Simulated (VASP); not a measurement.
Here is a VASP 6.6.1 calculation.

File INCAR:

```
PREC = Accurate ; ENCUT = 520
EDIFF = 1E-6 ; ISMEAR = -1
SIGMA = 0.05 ; LREAL = F
LASPH = T ; NELM = 60
ALGO = Normal ; ISIF = 2
LWAVE = F ; LCHARG = F
LMAXMIX = 4 ; GGA = RE
```

The input KPOINTS:

```
Automatic mesh
0
Gamma
  10 10 10
```

File POSCAR:

```
HfC
1.0
    0.0000000000      2.3250000000      2.3250000000
    2.3250000000      0.0000000000      2.3250000000
    2.3250000000      2.3250000000      0.0000000000
Hf C
1 1
Direct
    0.5000000000      0.5000000000      0.5000000000
    0.0000000000      0.0000000000      0.0000000000
```

KPOINTS_OPT

```
path GXWKGLUWLK,UX
10
line-mode
reciprocal
 0.0000000000  0.0000000000  0.0000000000  G
 0.5000000000  0.0000000000  0.5000000000  X

 0.5000000000  0.0000000000  0.5000000000  X
 0.5000000000  0.2500000000  0.7500000000  W

 0.5000000000  0.2500000000  0.7500000000  W
 0.3750000000  0.3750000000  0.7500000000  K

 0.3750000000  0.3750000000  0.7500000000  K
 0.0000000000  0.0000000000  0.0000000000  G

 0.0000000000  0.0000000000  0.0000000000  G
 0.5000000000  0.5000000000  0.5000000000  L

 0.5000000000  0.5000000000  0.5000000000  L
 0.6250000000  0.2500000000  0.6250000000  U

 0.6250000000  0.2500000000  0.6250000000  U
 0.5000000000  0.2500000000  0.7500000000  W

 0.5000000000  0.2500000000  0.7500000000  W
 0.5000000000  0.5000000000  0.5000000000  L

 0.5000000000  0.5000000000  0.5000000000  L
 0.3750000000  0.3750000000  0.7500000000  K

 0.6250000000  0.2500000000  0.6250000000  U
 0.5000000000  0.0000000000  0.5000000000  X
```

Potentials or basis: VASP PAW PBE potentials, release 64 (Hf_pv, C).

The run is started by

```console
$ cat potpaw_PBE.64/Hf_pv/POTCAR potpaw_PBE.64/C/POTCAR > POTCAR
$ mpirun -np 1 vasp_std > vasp.out
```

Problem. What does it give for the band gap along the path?

Solution. None (metal or under the smearing width).

Problem. Predict the pressure.

Solution. 2.5 GPa.

Levels at the corners of the path, in eV from the Fermi level:
| point | band 3 | band 4 | band 5 | band 6 | band 7 | band 8 | band 9 | band 10 | band 11 |
| --- | --- | --- | --- | --- | --- | --- | --- | --- | --- |
| Γ | -29.63 | -12.38 | 0.97 | 0.97 | 0.97 | 1.38 | 1.38 | 1.38 | 3.37 |
| X | -29.86 | -10.49 | -2.64 | -1.79 | -0.14 | -0.14 | 5.28 | 6.73 | 6.73 |
| X | -29.86 | -10.49 | -2.64 | -1.79 | -0.14 | -0.14 | 5.28 | 6.73 | 6.73 |
| W | -29.88 | -9.75 | -3.03 | -2.74 | -2.74 | 3.66 | 3.66 | 6.74 | 7.05 |
| W | -29.88 | -9.75 | -3.03 | -2.74 | -2.74 | 3.66 | 3.66 | 6.74 | 7.05 |
| K | -29.81 | -9.84 | -3.54 | -2.76 | -1.68 | 1.55 | 5.77 | 6.16 | 8.19 |
| K | -29.81 | -9.84 | -3.54 | -2.76 | -1.68 | 1.55 | 5.77 | 6.16 | 8.23 |
| Γ | -29.63 | -12.38 | 0.97 | 0.97 | 0.97 | 1.38 | 1.38 | 1.38 | 3.37 |
| Γ | -29.63 | -12.38 | 0.97 | 0.97 | 0.97 | 1.38 | 1.38 | 1.38 | 3.37 |
| L | -29.70 | -8.66 | -6.17 | -3.01 | -3.01 | 5.31 | 5.31 | 5.78 | 6.50 |
| L | -29.70 | -8.66 | -6.17 | -3.01 | -3.01 | 5.31 | 5.31 | 5.78 | 6.50 |
| U | -29.81 | -9.84 | -3.54 | -2.76 | -1.68 | 1.55 | 5.77 | 6.16 | 8.24 |
| U | -29.81 | -9.84 | -3.54 | -2.76 | -1.68 | 1.55 | 5.77 | 6.16 | 8.19 |
| W | -29.88 | -9.75 | -3.03 | -2.74 | -2.74 | 3.66 | 3.66 | 6.74 | 7.05 |
| W | -29.88 | -9.75 | -3.03 | -2.74 | -2.74 | 3.66 | 3.66 | 6.74 | 7.05 |
| L | -29.70 | -8.66 | -6.17 | -3.01 | -3.01 | 5.31 | 5.31 | 5.78 | 6.50 |
| L | -29.70 | -8.66 | -6.17 | -3.01 | -3.01 | 5.31 | 5.31 | 5.78 | 6.50 |
| K | -29.81 | -9.84 | -3.54 | -2.76 | -1.68 | 1.55 | 5.77 | 6.16 | 8.19 |
| U | -29.81 | -9.84 | -3.54 | -2.76 | -1.68 | 1.55 | 5.77 | 6.16 | 8.19 |
| X | -29.86 | -10.49 | -2.64 | -1.79 | -0.14 | -0.14 | 5.28 | 6.73 | 6.73 |

Caveat: the PAW data sets were made with another functional, which shifts forces and pressure a little; spin-orbit coupling is left out, which moves the levels of the heavy elements.
